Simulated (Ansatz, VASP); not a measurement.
## TiB in VASP and in Ansatz

```
Ti B
1.0
     0.00000    2.14221    2.14221
     2.14221    0.00000    2.14221
     2.14221    2.14221    0.00000
Ti B
1 1
Direct
  0.75000 0.75000 0.75000
  0.00000 0.00000 0.00000
```

Change from the starting cell: volume scaled by 1.06, crystal datasets.

Alike in both runs: task electric field gradients; functional LDA; k mesh 13 × 13 × 13; occupations fermi-dirac, width 0.05 eV; no spin polarisation.

|  | VASP | Ansatz |
| --- | --- | --- |
| version | VASP 6.6.1 | Ansatz 0.2.0 |
| potentials or method | VASP PAW LDA potentials, release 64 (Ti_sv, B), cutoff 520 eV | all-electron PAW with datasets made for the crystal, scalar-relativistic |

|  | VASP | Ansatz | Ansatz less VASP |
| --- | --- | --- | --- |
| pressure (GPa) | 83.0 | 83.0 | -0.05 |
| Vzz of the field gradient on the site that differs most (V/Å²) | 0.0 | 0.0 | 0.00 |

Ansatz ran all-electron here, so the differences hold the error of VASP's frozen core and of both bases.

Caveats: the cell as given lies far from equilibrium; so large a pressure means that the cell lies far from this level's equilibrium, or that cutoff or potentials fall short (VASP).
